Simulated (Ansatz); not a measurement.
Method: Ansatz 0.2.0, DFT, PBE, plane waves (420 eV) with PAW, scalar-relativistic.

An element in the fcc structure gives this curve. The cell is scaled uniformly from the relaxed one, with fractional coordinates and shape fixed. Energies are extrapolated to zero smearing, pressures are those at the given smearing. Magnetic state: spin not included.

```
V (Å³/atom)  E − E₀ (meV/atom)  P (GPa)
     12.802               80.5    15.60
     13.384               35.1     9.62
     13.966                9.3     4.64
     14.548                0.0     0.44
     15.129                5.0    -3.08
     15.711               21.8    -5.99
     16.293               48.4    -8.33
```

Problem. Which element is it?
A. molybdenum
B. vanadium
C. palladium
D. phosphorus

Solution. D. Its fit is V₀ = 14.62 Å³/atom, B₀ = 95 GPa, B₀′ = 3.3.
